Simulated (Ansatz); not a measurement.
# InPd (Pm-3m) in Ansatz: a series of runs

One crystal, InPd, is run at these levels: RPBE, revPBE, BLYP, PBE; tasks: relaxation of cell and atoms, single point.

Program: Ansatz 0.2.0. These are calculated values, not measurements. Logs are shortened: lines on timing, memory, paths and dates and some standing lists are left out, and cuts for length are marked.

**1. The structure**

Symmetry: Pm-3m, No. 221, cubic system. The conventional cell has a = 3.272 Å, b = 3.272 Å, c = 3.272 Å, α = 90.00°, β = 90.00°, γ = 90.00°. In (site symmetry m-3m) has 8 Pd at 2.83 Å as nearest neighbours. Around Pd (site symmetry m-3m) lie 8 In at 2.83 Å.

The cell comes from a database or a generator and needn't be the stable form of this composition.

**2. Relaxation of cell and atoms, RPBE**

File input.yaml:

```yaml
crystal:
  lattice:
    - [3.27188478, 0.0, 0.0]
    - [0.0, 3.27188478, 0.0]
    - [0.0, 0.0, 3.27188478]
  atoms:
    - { symbol: In, position: [0.0, 0.0, 0.0] }
    - { symbol: Pd, position: [0.5, 0.5, 0.5] }
hamiltonian:
  xc: rpbe
  pseudopotentials: { kind: paw }
kpoints:
  mp_grid: { grid: [8, 8, 8] }
scf:
  occupations: { method: fermi_dirac, width: 0.05 }
output:
  forces: true
  stress: true
  eigenvalues: true
relax:
  f_tol: 0.01
  max_steps: 40
  cell: { stress_tol: 0.05 }
```

Potentials or basis: Ansatz PAW.

Run with:

```bash
> ansatz run input.yaml --threads 2 --pin off --max-ram 5632MiB --backend cpu --events-out ev --progress --plain --runs-dir out
```

The log of the run:

```text
Warning: RAYON_NUM_THREADS=2 ignored (pool sized by the plan → 2); use --threads N
Engine: ansatz 0.2.0, aarch64-unknown-linux-gnu
Pseudopotentials: kind: paw
Pseudopotential: In, paw, valence charge 13, recommended cutoff 420 eV (normal), In.paw.azcp
Pseudopotential: Pd, paw, valence charge 18, recommended cutoff 420 eV (normal), Pd.paw.azcp
Functional definition: RPBE
  parameter kappa = 0.804
  parameter beta = 0.06672455060314922
  exchange = rpbe_x(kappa = kappa, mu = beta*pi^2/3)
  correlation = pbe_c(beta = beta)
Crystal: 2 atoms, lattice volume = 35.026 Å³
Basis set: ecut = 420 eV, 691 PW (Γ), exchange–correlation on 48×48×48 points (8 copies of the dense FFT grid, shifted against one another)
Bands: 20, of which v1, the nominal top of the filled ones, is band 16 counted from 1 (15 counted from 0)
Symmetry: 48 space group operations
Space group: Pm-3m (ITA 221), of the structure as read, at distance tolerance 3.3e-5 Å
k-points: 35 of 512
Non-local potential: In, projectors of the file, l = 0: 2, l = 1: 2, l = 2: 2, l = 3: 2
Non-local potential: Pd, projectors of the file, l = 0: 2, l = 1: 2, l = 2: 2, l = 3: 1
PAW form: soft (Blöchl's): semilocal exchange-correlation on the pseudo side does not see the compensation charge
PAW frozen core: In, regenerated for the run's functional, and the local potential with it (the file was generated under x = pbe(κ = 0.804, μ = 0.2195149727645171), c = pbe(β = 0.06672455060314922))
PAW frozen core: Pd, regenerated for the run's functional, and the local potential with it (the file was generated under x = pbe(κ = 0.804, μ = 0.2195149727645171), c = pbe(β = 0.06672455060314922))
PAW one-centre angular grid: In, 590 points (default); XC on 64 Gauss nodes
PAW one-centre angular grid: Pd, 590 points (default); XC on 64 Gauss nodes
Initial density: superposition of atomic densities (neutral atoms: chi_scale 0, normalization atom), corrected by the library's trained network
Initial wavefunctions: pseudopotential atomic-orbital guess
Functional: x = rpbe, c = pbe(β = 0.06672455060314922)
SCF iter   1: F=—  HF=-12587.738915 eV  |F-HF|=—  |Δ(HF+E_count)|=         —  Δρ=6.49e-3  dr2=1.53e-2  ethr=1.77e-3  ⟨swp⟩=5.8  Hψ=3155  notcnv=0
preconditioner: auto → none  [insulator: Δε(μ)=0.160 eV  Ē_g=14.643 eV  σ=0.050 eV  W_gap=0.53  n_scr=6 (ndim 8)  ℏωp=30.1 eV  f_vac=0.000  D(μ)=1.32/eV (n_scr^D=6)  ε∞_Penn≈5.2]
SCF iter   2: F=—  HF=-12587.736117 eV  |F-HF|=—  |Δ(HF+E_count)|=   2.80e-3  Δρ=1.60e-3  dr2=1.05e-3  ethr=4.95e-5  ⟨swp⟩=2.6  Hψ=1364  notcnv=0  defer=5
SCF iter   3: F=—  HF=-12587.735937 eV  |F-HF|=—  |Δ(HF+E_count)|=   1.80e-4  Δρ=5.57e-4  dr2=7.85e-5  ethr=3.38e-6  ⟨swp⟩=1.5  Hψ=726  notcnv=0  defer=5
SCF iter   4: F=—  HF=-12587.735951 eV  |F-HF|=—  |Δ(HF+E_count)|=   1.43e-5  Δρ=6.60e-5  dr2=6.46e-7  ethr=2.53e-7  ⟨swp⟩=2.6  Hψ=1057  notcnv=0  defer=5
SCF iter   5: F=—  HF=-12587.735952 eV  |F-HF|=—  |Δ(HF+E_count)|=   9.08e-7  Δρ=2.43e-5  dr2=1.19e-7  ethr=2.08e-9  ⟨swp⟩=2.0  Hψ=1076  notcnv=0  defer=5
SCF iter   6: F=-12587.735952 eV  HF=-12587.735952 eV  |F-HF|=4.67e-10  |Δ(HF+E_count)|=   9.69e-8  Δρ=1.49e-6  dr2=6.35e-10  ethr=3.23e-10  ⟨swp⟩=5.6  Hψ=2772  notcnv=0
SCF 1 converged in 6 iterations: F = -12587.735952 eV  dr2 = 6.35e-10
relax step   1: F+E_penalty+E_count = -12587.73595197 eV  Δ(F+E_penalty+E_count) = +0.000e0 eV  max|allowed force component| = 1.137e-29 eV/Å  Δτ_max = 0.0000 Å  P = +7.100 GPa  Ω = 35.026 Å³  (6 SCF iters, dr2 threshold 1.00e-7 eV, accepted)
Crystal: 2 atoms, lattice volume = 40.016 Å³
Basis set: ecut = 420 eV, 751 PW (Γ), exchange–correlation on 48×48×48 points (8 copies of the dense FFT grid, shifted against one another)
Initial density: handed on by an earlier stage of this run
Initial wavefunctions: those handed on with the density
iter 1 solved again at ethr=7.59e-4 eV; its pass at ethr=3.10e-3 eV (dr2=2.35e-1 eV) is discarded
SCF iter   1: F=—  HF=-12587.768150 eV  |F-HF|=—  |Δ(HF+E_count)|=         —  Δρ=1.88e-2  dr2=2.36e-1  ethr=7.59e-4  ⟨swp⟩=1.0  Hψ=4322  notcnv=0
preconditioner: auto → Resta (q_TF=auto, 2.615 Å⁻¹)  ε∞=5.2  [insulator: Δε(μ)=0.134 eV  Ē_g=13.661 eV  σ=0.050 eV  W_gap=0.57  n_scr=18 (ndim 8)  ℏωp=28.2 eV  f_vac=0.000  D(μ)=1.11/eV (n_scr^D=6)  ε∞_Penn≈5.2]
SCF iter   2: F=—  HF=-12587.726507 eV  |F-HF|=—  |Δ(HF+E_count)|=   4.16e-2  Δρ=9.54e-3  dr2=1.98e-2  ethr=7.59e-4  ⟨swp⟩=2.0  Hψ=1030  notcnv=0
preconditioner: auto → Kerker (q_TF=auto, 2.615 Å⁻¹)  [metal: Δε(μ)=0.085 eV  Ē_g=13.650 eV  σ=0.050 eV  W_gap=0.37  n_scr=18 (ndim 8)  ℏωp=28.2 eV  f_vac=0.000  D(μ)=1.60/eV (n_scr^D=18)]
[... 23 lines left out ...]
preconditioner: auto → none  [metal: Δε(μ)=0.061 eV  Ē_g=14.144 eV  σ=0.050 eV  W_gap=0.28  n_scr=6 (ndim 8)  ℏωp=29.2 eV  f_vac=0.000  D(μ)=1.33/eV (n_scr^D=6)]
SCF iter   2: F=—  HF=-12587.779437 eV  |F-HF|=—  |Δ(HF+E_count)|=   1.15e-4  Δρ=2.89e-4  dr2=4.03e-5  ethr=1.81e-6  ⟨swp⟩=2.0  Hψ=786  notcnv=0
SCF iter   3: F=—  HF=-12587.779452 eV  |F-HF|=—  |Δ(HF+E_count)|=   1.54e-5  Δρ=7.53e-5  dr2=2.63e-6  ethr=1.30e-7  ⟨swp⟩=1.5  Hψ=732  notcnv=0
iter 4 did not close the SCF: its close was put off for the readings that it lacked (scf_convergence_deferred on its scf_iter line)
SCF iter   4: F=-12587.779452 eV  HF=-12587.779452 eV  |F-HF|=1.15e-8  |Δ(HF+E_count)|=   2.59e-7  Δρ=8.99e-6  dr2=1.29e-8  ethr=8.47e-9  ⟨swp⟩=2.3  Hψ=874  notcnv=0
iter 5 did not close the SCF: its close was put off for the readings that it lacked (scf_convergence_deferred on its scf_iter line)
SCF iter   5: F=-12587.779452 eV  HF=-12587.779452 eV  |F-HF|=5.17e-10  |Δ(HF+E_count)|=   1.49e-8  Δρ=1.50e-6  dr2=6.48e-10  ethr=4.16e-11  ⟨swp⟩=2.1  Hψ=1191  notcnv=0
SCF iter   6: F=-12587.779452 eV  HF=-12587.779452 eV  |F-HF|=2.00e-11  |Δ(HF+E_count)|=  1.80e-10  Δρ=3.63e-7  dr2=3.03e-11  ethr=2.09e-12  ⟨swp⟩=1.0  Hψ=1940  notcnv=0
SCF 4 converged in 6 iterations: F = -12587.779452 eV  dr2 = 3.03e-11
relax step   4: F+E_penalty+E_count = -12587.77945220 eV  Δ(F+E_penalty+E_count) = -7.634e-4 eV  max|allowed force component| = 1.591e-29 eV/Å  Δτ_max = 0.0000 Å  P = +0.007 GPa  Ω = 37.177 Å³  energy of the carried Pulay correction = -1.225e-3 eV  (6 SCF iters, dr2 threshold 2.00e-7 eV, accepted)
Initial wavefunctions: pseudopotential atomic-orbital guess (no wavefunctions were taken with the density)
iter 1 solved again at ethr=4.09e-8 eV; its pass at ethr=3.10e-3 eV (dr2=1.27e-5 eV) is discarded
SCF iter   1: F=—  HF=-12587.780354 eV  |F-HF|=—  |Δ(HF+E_count)|=         —  Δρ=2.77e-4  dr2=1.76e-6  ethr=4.09e-8  ⟨swp⟩=3.0  Hψ=4934  notcnv=0
preconditioner: auto → none  [metal: Δε(μ)=0.064 eV  Ē_g=14.145 eV  σ=0.050 eV  W_gap=0.29  n_scr=6 (ndim 8)  ℏωp=29.2 eV  f_vac=0.000  D(μ)=1.32/eV (n_scr^D=6)]
SCF iter   2: F=—  HF=-12587.780451 eV  |F-HF|=—  |Δ(HF+E_count)|=   9.69e-5  Δρ=1.34e-4  dr2=3.58e-7  ethr=5.67e-9  ⟨swp⟩=2.8  Hψ=1309  notcnv=0
SCF iter   3: F=—  HF=-12587.780475 eV  |F-HF|=—  |Δ(HF+E_count)|=   2.34e-5  Δρ=2.76e-5  dr2=1.91e-8  ethr=1.16e-9  ⟨swp⟩=2.3  Hψ=1005  notcnv=0
SCF iter   4: F=—  HF=-12587.780476 eV  |F-HF|=—  |Δ(HF+E_count)|=   9.95e-7  Δρ=3.10e-6  dr2=1.06e-9  ethr=6.16e-11  ⟨swp⟩=2.1  Hψ=1108  notcnv=0
SCF iter   5: F=—  HF=-12587.780476 eV  |F-HF|=—  |Δ(HF+E_count)|=   6.33e-9  Δρ=5.71e-7  dr2=9.35e-11  ethr=3.43e-12  ⟨swp⟩=2.7  Hψ=1135  notcnv=0
SCF iter   6: F=-12587.780476 eV  HF=-12587.780476 eV  |F-HF|=1.82e-12  |Δ(HF+E_count)|=  2.55e-11  Δρ=8.72e-8  dr2=1.87e-12  ethr=1.00e-12  ⟨swp⟩=5.7  Hψ=2725  notcnv=0
SCF 5 converged in 6 iterations: F = -12587.780476 eV  dr2 = 1.87e-12
relax step   5: F+E_penalty+E_count = -12587.78047564 eV  Δ(F+E_penalty+E_count) = -1.023e-3 eV  max|allowed force component| = 3.760e-29 eV/Å  Δτ_max = 0.0000 Å  P = -0.024 GPa  Ω = 37.177 Å³  stress off target by 2.37e-2 GPa  SCF on the basis re-selected at this cell (its energy is not comparable with the rows above)  (6 SCF iters)
basis re-selected at this cell: Δ(F+E_penalty+E_count) = -1.023e-3 eV, ΔP = -0.031 GPa vs the last step (what re-selecting the basis moved, of the pressure what is left beyond the Pulay correction that the steps carried, after the strain that the cell walked since its last selection, with what the two solves' SCF thresholds leave and, on support functions, any second-order correction that the steps lacked; it is no measure of the basis error at this ecutwfc). This SCF's stress stands 2.37e-2 GPa from its target on what of the cell is left free (relax.cell.stress_tol is 5.00e-2 GPa) and its largest allowed force component is 3.76e-29 eV/Å (relax.f_tol is 1.00e-2 eV/Å): within both
SCF converged after 6 iterations
Free energy (F): -12587.780476 eV
Harris-Foulkes:  -12587.780476 eV  (|F-HF|=1.82e-12)
Internal energy: -12587.770377 eV  (E = F + TS)
E sigma→0 (E₀):  -12587.775426 eV
Entropy (-TS):   -0.010099 eV (-5.049 meV/atom)
Fermi energy:    15.549888 eV
--- Per-component energies (eV) ---
  E_band       = -174.614283
  E_kinetic    = 758.288361
  E_local      = -3019.715681  (includes V_loc(G=0)·N_el)
  E_nonlocal   = 584.179747
  E_hartree    = 1224.466306
  E_xc         = -384.403612
  E_vxc        = -310.277417  (∫ρ·V_xc dr)
  E_paw        = -7923.403130  (= ΣΔE_a)
  E_vpaw       = -636.022204  (= ΣTr[D̂ρ^β])
  E_aug_tail   = 0.000254  (compensation charges beyond the density's cutoff)
  E_ewald      = -3827.141136
  E_core_change = -0.041485  (= ΣΔE_core)
  E_smearing   = -0.010099  (= −TS)
  E_closure    = 0.000000  (closes the sum)
  Σ components = -12587.780476   (vs F -12587.780476, Δ=0.00e0)
--- Forces (eV/Å), atoms counted from 1 ---
  atom   1  In     0.00000000    -0.00000000    -0.00000000
  atom   2  Pd     0.00000000    -0.00000000     0.00000000
  max |Σ_I F_I| component: 7.63e-29 eV/Å
--- Stress (GPa, compression-positive) ---
       -0.023715       0.000000       0.000000
        0.000000      -0.023715       0.000000
        0.000000       0.000000      -0.023715
  P = ⅓ Tr σ = -0.0237 GPa (-0.237 kbar)
--- Band table (eV; the first three rows and the last of 35) ---
  k-point 0: bands = ["-68.7300", "-34.4806", "-34.4806", "-34.4806", "0.7391", "0.7391", "1.0800", "1.0800", "1.0800", "6.0661", "12.0843", "12.0843", "13.4829", "13.4829", "13.4829", "19.7835", "19.7835", "19.7835", "24.3706", "25.7584"]
  k-point 1: bands = ["-68.7298", "-34.4841", "-34.4803", "-34.4803", "0.7455", "0.7827", "1.0667", "1.0667", "1.0836", "6.3022", "12.0907", "12.1164", "13.3267", "13.3267", "13.4751", "18.2863", "20.2335", "20.2335", "24.8679", "25.6953"]
  k-point 2: bands = ["-68.7294", "-34.4928", "-34.4797", "-34.4797", "0.7610", "0.8875", "1.0347", "1.0347", "1.0923", "7.0043", "12.0331", "12.1064", "12.9962", "12.9962", "13.4562", "16.0917", "21.4402", "21.4402", "25.0958", "25.5269"]
  k-point 34: bands = ["-68.7268", "-34.5007", "-34.5007", "-34.5007", "0.8540", "0.8540", "0.8540", "1.2557", "1.2557", "11.1271", "11.1271", "11.1271", "14.0468", "14.0468", "15.3803", "19.3449", "19.3449", "19.3449", "19.7935", "19.7935"]
--- Relaxed structure (4 steps of the walk, 3 accepted, 1 SCFs on fresh bases) ---
  F+E_penalty+E_count = -12587.78047564 eV   max|allowed force component| = 3.760e-29 eV/Å   (the final SCF, on the basis selected at the relaxed cell)
  cell:  # Å, volume = 37.1768 Å³
    - [3.3375200041210045, -7.061743129419865e-34, 5.135813185032629e-34]
    - [-7.061743129419865e-34, 3.3375200041210045, 0.0]
    - [5.135813185032629e-34, 0.0, 3.3375200041210045]
  atoms:
    - { symbol: In, position: [-2.6321668980031344e-46, 1.5614549394933848e-47, 1.7845199308495828e-47] }
    - { symbol: Pd, position: [0.49999999999999994, 0.49999999999999994, 0.49999999999999994] }
```

Wall time 4.2 s (2 threads of Arm Neoverse V2, shared host); peak memory 0.32 GiB.

Results:

| Property | Result |
| --- | --- |
| Free energy | -12587.7805 eV |
| Relaxed volume | 18.59 Å³/atom |
| Relaxed cell | a = 3.338 Å, b = 3.338 Å, c = 3.338 Å, α = 90.00°, β = 90.00°, γ = 90.00° |
| Space group after relaxing (to 0.05 Å) | Pm-3m (No. 221) |
| Energy gained by relaxing | 22.3 meV/atom |
| Ionic steps | 4 |
| Pressure after relaxing | 0.0 GPa |
| Band gap on the k mesh | none (metal or under the smearing width) |

The path:
| step | energy change (eV) | largest force (eV/Å) | volume (Å³) |
| --- | --- | --- | --- |
| 1 | 0.0000 | 0.0000 | 35.03 |
| 2 | -0.0427 | 0.0000 | 37.45 |
| 3 | -0.0435 | 0.0000 | 37.18 |
| 4 | -0.0445 | 0.0000 | 37.18 |

Final structure:
```cif
data_structure
_symmetry_space_group_name_H-M 'P 1'
_symmetry_Int_Tables_number 1
_cell_length_a 3.3375
_cell_length_b 3.3375
_cell_length_c 3.3375
_cell_angle_alpha 90.000
_cell_angle_beta 90.000
_cell_angle_gamma 90.000
_cell_volume 37.18
loop_
_atom_site_label
_atom_site_type_symbol
_atom_site_fract_x
_atom_site_fract_y
_atom_site_fract_z
_atom_site_occupancy
In1 In 0.00000 0.00000 0.00000 1
Pd1 Pd 0.50000 0.50000 0.50000 1
```

Levels at points of the mesh, in eV from the Fermi level:
| k point | band 11 | band 12 | band 13 | band 14 | band 15 | band 16 | band 17 | band 18 | band 19 | band 20 |
| --- | --- | --- | --- | --- | --- | --- | --- | --- | --- | --- |
| (0.00, 0.00, 0.00) | -3.47 | -3.47 | -2.07 | -2.07 | -2.07 | 4.23 | 4.23 | 4.23 | 8.82 | 10.21 |
| (0.00, 0.00, -0.50) | -5.52 | -3.42 | -2.94 | -2.94 | -2.12 | -0.99 | 9.17 | 9.17 | 9.70 | 10.43 |
| (0.00, -0.50, -0.50) | -3.18 | -2.45 | -2.45 | -2.01 | -2.01 | -1.54 | 1.28 | 2.39 | 9.19 | 11.23 |
| (-0.50, -0.50, -0.50) | -4.42 | -4.42 | -1.50 | -1.50 | -0.17 | 3.79 | 3.79 | 3.79 | 4.24 | 4.24 |

Caveat: the plane-wave basis is chosen anew once the cell has moved, so the energies of steps on either side of that aren't comparable; the PAW data sets come from PBE, with cores solved anew for the run's functional, which leaves a small shift of forces and pressure.

**3. Relaxation of cell and atoms, revPBE**

Changes to input.yaml since step 2:

```diff
@@ -9,3 +9,3 @@
 hamiltonian:
-  xc: rpbe
+  xc: revpbe
   pseudopotentials: { kind: paw }
```

Potentials or basis: Ansatz PAW.

Run with:

```bash
> ansatz run input.yaml --threads 2 --pin off --max-ram 5632MiB --backend cpu --events-out ev --progress --plain --runs-dir out
```

Wall time 5 s (2 threads of Arm Neoverse V2, shared host); peak memory 0.32 GiB.

The run converged. Its results:

* Free energy: -12583.1364 eV
* Relaxed volume: 18.43 Å³/atom
* Relaxed cell: a = 3.328 Å, b = 3.328 Å, c = 3.328 Å, α = 90.00°, β = 90.00°, γ = 90.00°
* Space group after relaxing (to 0.05 Å): Pm-3m (No. 221)
* Energy gained by relaxing: 16.5 meV/atom
* Ionic steps: 5
* Pressure after relaxing: 0.0 GPa
* Band gap on the k mesh: none (metal or under the smearing width)

The path:
```csv
step,energy change (eV),largest force (eV/Å),volume (Å³)
1,0.0000,0.0000,35.03
2,-0.0318,0.0000,37.04
3,-0.0321,0.0000,36.88
4,-0.0321,0.0000,36.86
5,-0.0330,0.0000,36.86
```

Final structure:
```cif
data_structure
_symmetry_space_group_name_H-M 'P 1'
_symmetry_Int_Tables_number 1
_cell_length_a 3.3279
_cell_length_b 3.3279
_cell_length_c 3.3279
_cell_angle_alpha 90.000
_cell_angle_beta 90.000
_cell_angle_gamma 90.000
_cell_volume 36.86
loop_
_atom_site_label
_atom_site_type_symbol
_atom_site_fract_x
_atom_site_fract_y
_atom_site_fract_z
_atom_site_occupancy
In1 In 0.00000 0.00000 0.00000 1
Pd1 Pd 0.50000 0.50000 0.50000 1
```

Levels at points of the mesh, in eV from the Fermi level:
```
              k point  band 13  band 14  band 15  band 16  band 17  band 18
   (0.00, 0.00, 0.00)    -2.08    -2.08    -2.08     4.24     4.24     4.24
  (0.00, 0.00, -0.50)    -2.98    -2.98    -2.14    -1.00     9.24     9.24
 (0.00, -0.50, -0.50)    -2.47    -2.04    -2.04    -1.55     1.31     2.41
(-0.50, -0.50, -0.50)    -1.51    -1.51    -0.15     3.81     3.81     3.81
```

Caveat: the plane-wave basis is chosen anew once the cell has moved, so the energies of steps on either side of that aren't comparable; the PAW data sets come from PBE, with cores solved anew for the run's functional, which leaves a small shift of forces and pressure.

(Continued in part 2 of 2.)
